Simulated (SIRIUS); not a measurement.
Here is a SIRIUS 7.12.0 calculation.

sirius.json

```json
{
  "control": {
    "processing_unit": "cpu",
    "std_evp_solver_name": "lapack",
    "gen_evp_solver_name": "lapack",
    "verbosity": 2,
    "print_forces": true,
    "ortho_rf": true,
    "use_second_variation": true,
    "rmt_max": 3.0,
    "num_bands_to_print": 24,
    "save_wf": true
  },
  "parameters": {
    "electronic_structure_method": "full_potential_lapwlo",
    "xc_functionals": ["XC_GGA_X_PBE", "XC_GGA_C_PBE"],
    "core_relativity": "dirac",
    "valence_relativity": "iora",
    "num_fv_states": 38,
    "smearing": "fermi_dirac",
    "smearing_width": 0.0018374661,
    "pw_cutoff": 20,
    "gk_cutoff": 3.57,
    "lmax_apw": 11,
    "lmax_rho": 8,
    "lmax_pot": 8,
    "num_mag_dims": 0,
    "auto_rmt": 0,
    "ngridk": [8, 8, 8],
    "shiftk": [0, 0, 0],
    "num_dft_iter": 80,
    "energy_tol": 1e-07,
    "density_tol": 1e-05,
    "use_symmetry": true
  },
  "settings": {"tol_ne": 1e-10},
  "iterative_solver": {"type": "exact"},
  "mixer": {"type": "anderson", "beta": 0.5, "max_history": 8},
  "unit_cell": {
    "lattice_vectors": [[0.0, 5.6691783739, 5.6691783739], [5.6691783739, 0.0, 5.6691783739], [5.6691783739, 5.6691783739, 0.0]],
    "atom_types": ["Al", "Au"],
    "atom_files": {"Al": "Al.json", "Au": "Au.json"},
    "atoms": {"Al": [[0.75, 0.75, 0.75], [0.25, 0.25, 0.25]], "Au": [[0.0, 0.0, 0.0]]}
  }
}
```

File Al.json:

```json
{
  "name": "aluminium",
  "symbol": "Al",
  "number": 13,
  "mass": 26.9815386,
  "rmin": 1e-06,
  "rmt": 2.24,
  "nrmt": 800,
  "rinf": 20.43,
  "core": "1s",
  "valence": [
    {"basis": [{"enu": 0.09, "dme": 0, "n": 0, "auto": 0}, {"enu": 0.09, "dme": 1, "n": 0, "auto": 0}]},
    {"l": 0, "n": 1, "basis": [{"enu": 0.1473, "dme": 0, "n": 0, "auto": 0}]},
    {"l": 1, "n": 2, "basis": [{"enu": 0.19, "dme": 0, "n": 0, "auto": 0}]},
    {"l": 2, "n": 3, "basis": [{"enu": 0.19, "dme": 0, "n": 0, "auto": 0}]},
    {"l": 3, "n": 4, "basis": [{"enu": 0.19, "dme": 0, "n": 0, "auto": 0}]}
  ],
  "lo": [
    {
      "l": 0,
      "basis": [{"enu": 0.1473, "dme": 0, "n": 0, "auto": 0}, {"enu": 0.1473, "dme": 1, "n": 0, "auto": 0}]
    },
    {
      "l": 0,
      "basis": [{"enu": -3.655, "dme": 0, "n": 2, "auto": 1}, {"enu": -3.655, "dme": 1, "n": 2, "auto": 1}]
    },
    {
      "l": 0,
      "basis": [{"enu": -3.655, "dme": 1, "n": 2, "auto": 1}, {"enu": 0.1473, "dme": 0, "n": 0, "auto": 0}]
    },
    {
      "l": 0,
      "basis": [{"enu": 0.1473, "dme": 0, "n": 0, "auto": 0}, {"enu": 3.3361, "dme": 0, "n": 0, "auto": 0}]
    },
    {"l": 1, "basis": [{"enu": 0.19, "dme": 0, "n": 0, "auto": 0}, {"enu": 0.19, "dme": 1, "n": 0, "auto": 0}]},
    {
      "l": 1,
      "basis": [{"enu": -2.2697, "dme": 0, "n": 2, "auto": 1}, {"enu": -2.2697, "dme": 1, "n": 2, "auto": 1}]
    },
    {
      "l": 1,
      "basis": [{"enu": -2.2697, "dme": 1, "n": 2, "auto": 1}, {"enu": 0.19, "dme": 0, "n": 0, "auto": 0}]
    },
    {"l": 1, "basis": [{"enu": 0.19, "dme": 0, "n": 0, "auto": 0}, {"enu": 3.8571, "dme": 0, "n": 0, "auto": 0}]},
    {"l": 2, "basis": [{"enu": 0.19, "dme": 0, "n": 0, "auto": 0}, {"enu": 0.19, "dme": 1, "n": 0, "auto": 0}]},
    {"l": 2, "basis": [{"enu": 0.19, "dme": 1, "n": 0, "auto": 0}, {"enu": 0.19, "dme": 2, "n": 0, "auto": 0}]},
    {"l": 2, "basis": [{"enu": 0.19, "dme": 0, "n": 0, "auto": 0}, {"enu": 3.2991, "dme": 0, "n": 0, "auto": 0}]},
    {"l": 3, "basis": [{"enu": 0.19, "dme": 0, "n": 0, "auto": 0}, {"enu": 0.19, "dme": 1, "n": 0, "auto": 0}]}
  ],
  "free_atom": [... radial grid and density of the free atom, the start of the SCF ...]
}
```

File Au.json:

```json
{
  "name": "gold",
  "symbol": "Au",
  "number": 79,
  "mass": 196.966569,
  "rmin": 1e-06,
  "rmt": 2.58,
  "nrmt": 800,
  "rinf": 13.44,
  "core": "1s2s2p3s3p3d4s4p4d",
  "valence": [
    {"basis": [{"enu": 0.09, "dme": 0, "n": 0, "auto": 0}, {"enu": 0.09, "dme": 1, "n": 0, "auto": 0}]},
    {"l": 0, "n": 1, "basis": [{"enu": 0.19, "dme": 0, "n": 0, "auto": 0}]},
    {"l": 1, "n": 2, "basis": [{"enu": 0.19, "dme": 0, "n": 0, "auto": 0}]},
    {"l": 2, "n": 3, "basis": [{"enu": 0.19, "dme": 0, "n": 0, "auto": 0}]},
    {"l": 3, "n": 4, "basis": [{"enu": 0.19, "dme": 0, "n": 0, "auto": 0}]},
    {"l": 4, "n": 5, "basis": [{"enu": 0.19, "dme": 0, "n": 0, "auto": 0}]}
  ],
  "lo": [
    {"l": 0, "basis": [{"enu": 0.19, "dme": 0, "n": 0, "auto": 0}, {"enu": 0.19, "dme": 1, "n": 0, "auto": 0}]},
    {
      "l": 0,
      "basis": [{"enu": -3.5644, "dme": 0, "n": 5, "auto": 1}, {"enu": -3.5644, "dme": 1, "n": 5, "auto": 1}]
    },
    {
      "l": 0,
      "basis": [{"enu": -3.5644, "dme": 1, "n": 5, "auto": 1}, {"enu": 0.19, "dme": 0, "n": 0, "auto": 0}]
    },
    {"l": 0, "basis": [{"enu": 0.19, "dme": 0, "n": 0, "auto": 0}, {"enu": 2.5937, "dme": 0, "n": 0, "auto": 0}]},
    {"l": 1, "basis": [{"enu": 0.19, "dme": 0, "n": 0, "auto": 0}, {"enu": 0.19, "dme": 1, "n": 0, "auto": 0}]},
    {
      "l": 1,
      "basis": [{"enu": -1.7879, "dme": 0, "n": 5, "auto": 1}, {"enu": -1.7879, "dme": 1, "n": 5, "auto": 1}]
    },
    {
      "l": 1,
      "basis": [{"enu": -1.7879, "dme": 1, "n": 5, "auto": 1}, {"enu": 0.19, "dme": 0, "n": 0, "auto": 0}]
    },
    {"l": 1, "basis": [{"enu": 0.19, "dme": 0, "n": 0, "auto": 0}, {"enu": 2.9543, "dme": 0, "n": 0, "auto": 0}]},
    {"l": 2, "basis": [{"enu": 0.19, "dme": 0, "n": 0, "auto": 0}, {"enu": 0.19, "dme": 1, "n": 0, "auto": 0}]},
    {"l": 2, "basis": [{"enu": 0.19, "dme": 1, "n": 0, "auto": 0}, {"enu": 0.19, "dme": 2, "n": 0, "auto": 0}]},
    {"l": 2, "basis": [{"enu": 0.19, "dme": 0, "n": 0, "auto": 0}, {"enu": 2.5336, "dme": 0, "n": 0, "auto": 0}]},
    {"l": 3, "basis": [{"enu": 0.19, "dme": 0, "n": 0, "auto": 0}, {"enu": 0.19, "dme": 1, "n": 0, "auto": 0}]},
    {
      "l": 3,
      "basis": [{"enu": -2.5991, "dme": 0, "n": 4, "auto": 1}, {"enu": -2.5991, "dme": 1, "n": 4, "auto": 1}]
    },
    {
      "l": 3,
      "basis": [{"enu": -2.5991, "dme": 1, "n": 4, "auto": 1}, {"enu": 0.19, "dme": 0, "n": 0, "auto": 0}]
    },
    {"l": 3, "basis": [{"enu": 0.19, "dme": 0, "n": 0, "auto": 0}, {"enu": 3.6754, "dme": 0, "n": 0, "auto": 0}]},
    {"l": 4, "basis": [{"enu": 0.19, "dme": 0, "n": 0, "auto": 0}, {"enu": 0.19, "dme": 1, "n": 0, "auto": 0}]},
    {"l": 4, "basis": [{"enu": 0.19, "dme": 0, "n": 0, "auto": 0}, {"enu": 3.0744, "dme": 0, "n": 0, "auto": 0}]}
  ],
  "free_atom": [... radial grid and density of the free atom, the start of the SCF ...]
}
```

Contents of sirius_start.json:

```json
{
  "control": {
    "processing_unit": "cpu",
    "std_evp_solver_name": "lapack",
    "gen_evp_solver_name": "lapack",
    "verbosity": 1,
    "print_forces": false,
    "ortho_rf": true,
    "use_second_variation": true,
    "rmt_max": 3.0,
    "num_bands_to_print": 24,
    "save_wf": false
  },
  "parameters": {
    "electronic_structure_method": "full_potential_lapwlo",
    "xc_functionals": ["XC_LDA_X", "XC_LDA_C_PW"],
    "core_relativity": "dirac",
    "valence_relativity": "iora",
    "num_fv_states": 38,
    "smearing": "fermi_dirac",
    "smearing_width": 0.0055123983,
    "pw_cutoff": 20,
    "gk_cutoff": 2.85,
    "lmax_apw": 11,
    "lmax_rho": 8,
    "lmax_pot": 8,
    "num_mag_dims": 0,
    "auto_rmt": 0,
    "ngridk": [3, 3, 3],
    "shiftk": [0, 0, 0],
    "num_dft_iter": 30,
    "energy_tol": 0.01,
    "density_tol": 0.05,
    "use_symmetry": true
  },
  "settings": {"tol_ne": 1e-10},
  "iterative_solver": {"type": "exact"},
  "mixer": {"type": "anderson", "beta": 0.5, "max_history": 8},
  "unit_cell": {
    "lattice_vectors": [[0.0, 5.6691783739, 5.6691783739], [5.6691783739, 0.0, 5.6691783739], [5.6691783739, 5.6691783739, 0.0]],
    "atom_types": ["Al", "Au"],
    "atom_files": {"Al": "Al.json", "Au": "Au.json"},
    "atoms": {"Al": [[0.75, 0.75, 0.75], [0.25, 0.25, 0.25]], "Au": [[0.0, 0.0, 0.0]]}
  }
}
```

sirius_bands.json

```json
{
  "control": {
    "processing_unit": "cpu",
    "std_evp_solver_name": "lapack",
    "gen_evp_solver_name": "lapack",
    "verbosity": 2,
    "print_forces": true,
    "ortho_rf": true,
    "use_second_variation": true,
    "rmt_max": 3.0,
    "num_bands_to_print": 24,
    "save_wf": true
  },
  "parameters": {
    "electronic_structure_method": "full_potential_lapwlo",
    "xc_functionals": ["XC_GGA_X_PBE", "XC_GGA_C_PBE"],
    "core_relativity": "dirac",
    "valence_relativity": "iora",
    "num_fv_states": 38,
    "smearing": "fermi_dirac",
    "smearing_width": 0.0018374661,
    "pw_cutoff": 20,
    "gk_cutoff": 3.57,
    "lmax_apw": 11,
    "lmax_rho": 8,
    "lmax_pot": 8,
    "num_mag_dims": 0,
    "auto_rmt": 0,
    "ngridk": [8, 8, 8],
    "shiftk": [0, 0, 0],
    "num_dft_iter": 80,
    "energy_tol": 1e-07,
    "density_tol": 1e-05,
    "use_symmetry": true
  },
  "settings": {"tol_ne": 1e-10},
  "iterative_solver": {"type": "exact"},
  "mixer": {"type": "anderson", "beta": 0.5, "max_history": 8},
  "unit_cell": {
    "lattice_vectors": [[0.0, 5.6691783739, 5.6691783739], [5.6691783739, 0.0, 5.6691783739], [5.6691783739, 5.6691783739, 0.0]],
    "atom_types": ["Al", "Au"],
    "atom_files": {"Al": "Al.json", "Au": "Au.json"},
    "atoms": {"Al": [[0.75, 0.75, 0.75], [0.25, 0.25, 0.25]], "Au": [[0.0, 0.0, 0.0]]}
  },
  "kpoints_rel": {
    "G": [0.0, 0.0, 0.0],
    "K": [0.375, 0.375, 0.75],
    "L": [0.5, 0.5, 0.5],
    "U": [0.625, 0.25, 0.625],
    "W": [0.5, 0.25, 0.75],
    "X": [0.5, 0.0, 0.5]
  },
  "kpoints_path": ["G", "X", "W", "K", "G", "L", "U", "W", "L", "K"]
}
```

Potentials or basis: all-electron FP-LAPW, apw+lo standard.

Run with:

```console
$ OMP_NUM_THREADS=1 sirius.scf --input=sirius_start.json --output=start.json
$ OMP_NUM_THREADS=1 sirius.scf --input=sirius.json --output=output.json --task=1
$ OMP_NUM_THREADS=1 sirius.scf --input=sirius_bands.json --output=bands_out.json --task=2
```

**Question.** Estimate the band gap along the path.

**Answer.** None (metal or under the smearing width).

Levels at the corners of the path, in eV from the Fermi level:
```
point  band 25  band 26  band 27  band 28  band 29  band 30  band 31  band 32
    Γ    -5.64     2.24     2.95     2.95     2.95     3.91     3.91     3.91
    X    -5.34    -5.02    -2.12    -2.12     1.27     2.10     7.63     9.81
    W    -5.20    -4.03    -4.03    -2.19     4.13     4.13     5.22     5.31
    K    -5.54    -4.62    -3.39    -1.37     1.85     4.38     6.02     7.73
    Γ    -5.64     2.24     2.95     2.95     2.95     3.91     3.91     3.91
    L    -5.52    -5.45     0.35     0.35     3.29     3.61     3.82     3.82
    U    -5.54    -4.62    -3.39    -1.37     1.85     4.38     6.02     7.73
    W    -5.20    -4.03    -4.03    -2.19     4.13     4.13     5.22     5.31
    L    -5.52    -5.45     0.35     0.35     3.29     3.61     3.82     3.82
    K    -5.54    -4.62    -3.39    -1.37     1.85     4.38     6.02     7.73
```

Caveat: spin-orbit coupling is left out, which moves the levels of the heavy elements.
